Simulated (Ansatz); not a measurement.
Runs of Ansatz 0.2.0 on Si2Mo. It takes space group I4/mmm (No. 139, tetragonal). The conventional cell has a = 3.200 Å, b = 3.200 Å, c = 7.861 Å, α = 90.00°, β = 90.00°, γ = 90.00°. Around Mo (site symmetry 4/mmm) lie 10 Si at 2.62 Å. Around Si (site symmetry 4mm) lie 5 Si at 2.61 to 2.63 Å and 5 Mo at 2.62 Å. 

| task | level | cell | cutoff (eV) | smearing | points for each segment of the path | gap on the mesh (eV) | pressure (GPa) | V0 of scaled cells (Å³/atom) | B0 (GPa) | largest force (eV/Å) |
| --- | --- | --- | --- | --- | --- | --- | --- | --- | --- | --- |
| band structure | PBE | as given | 420 | fermi-dirac 0.05 eV | 14 | none | 2.2 | - | - | 0.28 |
| equation of state | rPW86-PBE | as given | 420 | fermi-dirac 0.05 eV | - | - | - | 13.87 | 192 | - |
| equation of state | r2SCAN | as given | 500 | fermi-dirac 0.05 eV | - | - | - | (a) | 223 | - |
| relaxation of cell and atoms | RPBE+D3(BJ) | relaxed | 420 | fermi-dirac 0.05 eV | - | - | 0.0 | - | - | - |
| single point | PBE | as given | 420 | gaussian 0.05 eV | - | none | 2.2 | - | - | 0.28 |

Alike in all rows: potentials or basis Ansatz PAW; no spin polarisation; k mesh 12 × 12 × 12.

Fill in the values left out.

(a) 13.33.

Caveats: the PAW data sets come from PBE, with cores solved anew for the run's functional, which leaves a small shift of forces and pressure (some runs); the potentials were made for another functional, which shifts forces and pressure (some runs); the cell was scaled at fixed shape and fractional positions, which overstates the stiffness of a crystal with free parameters, most of all of layers and chains (some runs); the plane-wave basis is chosen anew once the cell has moved, so the energies of steps on either side of that aren't comparable (some runs); the volume moved by -13 % from the deposited cell, more than functionals usually miss (some runs).

A k mesh can miss the band edges, and the runs leave out spin-orbit coupling on Mo.

A gap of «none» marks a metal or a gap under the smearing width.

Not every run made on this cell is shown here.
